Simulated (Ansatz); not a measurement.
LiCl: what a change of element does

All numbers are results of PBE, scalar-relativistic (spin polarisation where moments were expected) in the plane-wave PAW code Ansatz at 420 eV, Gaussian smearing of 0.05 eV, not measurements.

LiCl was relaxed to zero pressure in the COD cell structure.

It takes space group Fm-3m (No. 225, cubic). The conventional cell has a = 5.150 Å, b = 5.150 Å, c = 5.150 Å, α = 90.00°, β = 90.00°, γ = 90.00°. Li (site symmetry m-3m) has 6 Cl at 2.58 Å as nearest neighbours. Cl (site symmetry m-3m) is surrounded by 6 Li at 2.58 Å. Neighbours are those within 15 % of a site's shortest distance, so a longer bond may be listed from one end only.

Results for LiCl: a (Å) 5.150, V (Å³/atom) 17.08, shortest unlike bond (Å) 2.58, gap (eV) 6.26, B0 (GPa) 32, E_f (eV/atom) -1.85.

**Question.** All Cl is replaced by F and the cell relaxed again in the same space group. What comes out?

**Answer.** LiF: a (Å) 4.068, V (Å³/atom) 8.42, shortest unlike bond (Å) 2.03, gap (eV) 8.83, B0 (GPa) 68, E_f (eV/atom) -2.95.

The volume changes by −50.7 %, or −21.0 % in mean length, and the shortest unlike bond by -0.55 Å. The bulk modulus goes from 31.8 to 67.5 GPa, as V^−1.1: with like bonding the larger cell is the softer. The formation energy moves by -1.10 eV/atom, so LiF is the more strongly bound against its own elements. That goes with its larger difference in electronegativity (Pauling: Cl 3.16, F 3.98, Li 0.98). For Cl, F the 1 valence electrons of Li just fill the anion's shell; these members are gapped.

Gaps are (generalised) Kohn–Sham gaps. E_f is the formation energy from the elements run alike, at 0 K, without zero-point energy or any correction for the binding of gas molecules; it is good to about 0.01 eV/atom as a calculation.

All runs used the PAW datasets of the set soft_2.
